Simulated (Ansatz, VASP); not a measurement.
Given: the input of a run of Ansatz 0.2.0 on PbSe2.

The input input.yaml:

```yaml
crystal:
  lattice:
    - [-3.23863296, 3.23863296, 3.90219629]
    - [3.23863296, -3.23863296, 3.90219629]
    - [3.23863296, 3.23863296, -3.90219629]
  atoms:
    - { symbol: Pb, position: [0.75, 0.75, 0.0] }
    - { symbol: Pb, position: [0.25, 0.25, 0.0] }
    - { symbol: Se, position: [0.129816735, 0.370183265, 0.5] }
    - { symbol: Se, position: [0.870183265, 0.629816735, 0.5] }
    - { symbol: Se, position: [0.370183265, 0.870183265, 0.24036653] }
    - { symbol: Se, position: [0.629816735, 0.129816735, 0.75963347] }
hamiltonian:
  xc: pbesol
  pseudopotentials: { kind: paw }
kpoints:
  mp_grid: { grid: [6, 6, 6] }
scf:
  occupations: { method: fermi_dirac, width: 0.05 }
output:
  forces: true
  stress: true
  eigenvalues: true
```

Potentials or basis: Ansatz PAW.

Run with:

```console
$ ansatz run input.yaml --threads 1 --pin off --max-ram 3584MiB --backend cpu --events-out ev --progress --plain --runs-dir out
```

Problem. Set up the same calculation for VASP 6.6.1. Potentials there: VASP PAW PBE potentials, release 64 (Pb_d, Se).

Solution. As run (the cutoff follows the program's own potentials):

INCAR

```
SYSTEM = PbSe2
PREC     = Accurate       ! precision mode
ENCUT    = 520            ! plane-wave cutoff, eV
EDIFF    = 1E-7           ! SCF threshold, eV
ISMEAR   = -1             ! smearing method
SIGMA    = 0.05           ! smearing width, eV
LREAL    = .False.        ! projectors in reciprocal space
LASPH    = .True.         ! aspherical terms in the spheres
NELM     = 60             ! most SCF steps
ALGO     = Normal         ! electronic algorithm
ISIF     = 2              ! what is computed and relaxed
LWAVE    = .False.        ! write WAVECAR
LCHARG   = .False.        ! write CHGCAR
GGA      = PS             ! functional
NBANDS   = 35             ! bands
KPAR     = 2
```

The input KPOINTS:

```
Automatic mesh
0
Gamma
  6 6 6
  0 0 0
```

POSCAR

```
PbSe2
1.0
   -3.2386329600      3.2386329600      3.9021962900
    3.2386329600     -3.2386329600      3.9021962900
    3.2386329600      3.2386329600     -3.9021962900
Pb Se
2 4
Direct
    0.7500000000      0.7500000000      0.0000000000
    0.2500000000      0.2500000000      0.0000000000
    0.1298167350      0.3701832650      0.5000000000
    0.8701832650      0.6298167350      0.5000000000
    0.3701832650      0.8701832650      0.2403665300
    0.6298167350      0.1298167350      0.7596334700
```

Potentials or basis: VASP PAW PBE potentials, release 64 (Pb_d, Se).

The run is started by

```sh
$ cat potpaw_PBE.64/Pb_d/POTCAR potpaw_PBE.64/Se/POTCAR > POTCAR
$ mpirun -np 2 vasp_std > vasp.out
```

Both were run:

|  | VASP | Ansatz | Ansatz less VASP |
| --- | --- | --- | --- |
| gap on the k mesh at the Fermi level (eV) | none | none | - |
| pressure (GPa) | -1.8 | -1.9 | -0.05 |
| largest component of the traceless stress (GPa) | 0.06 | 0.00 | -0.057 |
| rms of the force components (eV/Å) | 0.098 | 0.083 | -0.0150 |

Atom by atom the forces differ by 0.015 eV/Å (rms over components). A gap of «none» marks a metal or a gap that the smearing closes. The functional is the same, so the differences come from potentials, cutoffs and numerics. The two sets of potentials don't hold the same shells in valence.

Caveats: the PAW data sets were made with another functional, which shifts forces and pressure a little (VASP); the PAW data sets come from PBE, with cores solved anew for the run's functional, which leaves a small shift of forces and pressure (Ansatz). Spin-orbit coupling is left out, which matters for the levels of Pb.
